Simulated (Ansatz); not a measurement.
C, space group Fmmm, a convergence test of the plane-wave cutoff

With Ansatz's Python interface.

Typed at the interpreter:
```pycon
>>> import ansatz as az
>>> import pandas as pd
>>> from pymatgen.core import Lattice, Structure
>>> from pymatgen.io.ase import AseAtomsAdaptor
>>> pmg_structure = Structure(
...     Lattice([[0.0, 2.127, 3.348], [1.228, 0.0, 3.348], [1.228, 2.127, 0.0]]),
...     ["C", "C"],
...     [
...         [1 / 6, 5 / 6, 1 / 6],
...         [5 / 6, 1 / 6, 5 / 6],
...     ],
... )
>>> crystal = az.Crystal.from_ase(AseAtomsAdaptor.get_atoms(pmg_structure))
>>> crystal.resolved().tree()["lattice"]
((0.0, 2.127, 3.348), (1.228, 0.0, 3.348), (1.228, 2.127, 0.0))
>>> setup = crystal.calculation()
>>> setup = setup.functional("pbesol").kpoints(density=4.5)
>>> setup = setup.occupations("Fermi-Dirac", width=0.1)
>>> setup = setup.forces()
>>> setup = setup.stress()
>>> rows = []
>>> for value in [250, 350, 450, 550, 650]:
...     rep = setup.basis(value).run().report
...     rows.append((value, rep["free_energy_ev"] / len(rep["lattice"]["sites"]), rep["n_iterations"], sum(rep["stress_gpa"][i][i] for i in range(3)) / 3, max(abs(f) for row in rep["forces_ev_ang"] for f in row), rep["n_pw"]))
...
DeckWarning: basis.ecutwfc = 250 eV is below the records' recommended 420 eV, and the density's cutoff is lower with it unless basis.ecutrho_ratio is high enough to keep the records' density cutoff: compare with a run at a higher cutoff
DeckWarning: basis.ecutwfc = 350 eV is below the records' recommended 420 eV, and the density's cutoff is lower with it unless basis.ecutrho_ratio is high enough to keep the records' density cutoff: compare with a run at a higher cutoff
>>> table = pd.DataFrame(rows, columns=["cutoff (eV)", "F/atom (eV)", "iterations", "P (GPa)", "max component (eV/A)", "plane waves"])
>>> table.round(5)
   cutoff (eV)  F/atom (eV)  iterations   P (GPa)  max component (eV/A)  plane waves
0          250   -246.16351           6  12.47624               0.02353          155
1          350   -246.66090           6   1.58700               0.02145          263
2          450   -246.68891           6   1.45465               0.02238          381
3          550   -246.68985           6   1.44655               0.02238          517
4          650   -246.69050           6   1.42497               0.02238          661
>>> # the last row is the reference
>>> for row in rows[:-1]:
...     shift = 1000 * (row[1] - rows[-1][1])
...     print(f"{row[0]}: {shift:+.2f} meV/atom" + ("  (within 1 meV)" if abs(shift) < 1 else ""))
...
250: +527.00 meV/atom
350: +29.61 meV/atom
450: +1.60 meV/atom
550: +0.66 meV/atom  (within 1 meV)
```

From 550 eV on it stays within 1 meV an atom of the value at 650 eV; the first row (250 eV) is off by 527.0 meV and the last but one by 0.66 meV. The energy falls steadily, as expected when plane waves are added. The pressure moves from 12.48 to 1.42 GPa (the program's stress holds a Pulay correction, so it settles early). The last run costs about 2.4 times the first.

Caveats:
- Pressure is positive in compression.
- This isn't the structure that C takes at ambient conditions.
- Warnings are shown shortened and without file and line.
- Shifts are counted from the last row, which is itself no proven limit.
- Finished in 21 s on 1 thread of Arm Neoverse V2 (shared host), peak memory 0.57 GiB.
